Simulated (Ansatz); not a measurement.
(001) slab cut from the bulk of Sc$_{2}$Al, P6_3/mmc (No. 194); the slab's formula is Sc9Al5:

```xyz
14
Lattice="4.8509 0.0000 0.0000 -2.4254 4.2010 0.0000 0.0000 0.0000 27.1709" Properties=species:S:1:pos:R:3 pbc="T T T"
Sc    2.4254    1.4003    7.5000
Al    0.0000    2.8007    7.5000
Sc    0.0000    0.0000    9.0214
Sc    0.0000    2.8007   10.5427
Al    2.4254    1.4003   10.5427
Sc    0.0000    0.0000   12.0641
Sc    2.4254    1.4003   13.5855
Al    0.0000    2.8007   13.5855
Sc    0.0000    0.0000   15.1068
Sc    0.0000    2.8007   16.6282
Al    2.4254    1.4003   16.6282
Sc    0.0000    0.0000   18.1495
Sc    2.4254    1.4003   19.6709
Al    0.0000    2.8007   19.6709
```

All numbers below come from DFT PBEsol, scalar-relativistic, plane waves, PAW in Ansatz. Plane waves to 420 eV, a k mesh through Γ of 9×9×1 on the computed 14-atom cell and Gaussian smearing (0.10 eV); no spin polarisation. The cell repeats along c with a dipole correction in the vacuum.

Problem. What forces act on the atoms?

Solution.
```tsv
atom	Fx (eV/Å)	Fy (eV/Å)	Fz (eV/Å)
Sc1	0.000	0.000	-0.054
Al2	0.000	0.000	0.800
Sc3	0.000	0.000	-0.719
Sc4	0.000	0.000	-0.187
Al5	0.000	0.000	-0.076
Sc6	0.000	0.000	0.216
Sc7	0.000	0.000	0.000
Al8	0.000	0.000	0.000
Sc9	0.000	0.000	-0.216
Sc10	0.000	0.000	0.187
Al11	0.000	0.000	0.076
Sc12	0.000	0.000	0.719
Sc13	0.000	0.000	0.054
Al14	0.000	0.000	-0.800
```

Cost: 1 run of about 0.58 core-minutes, on Intel Xeon 6975P-C (Granite Rapids) (shared hosts).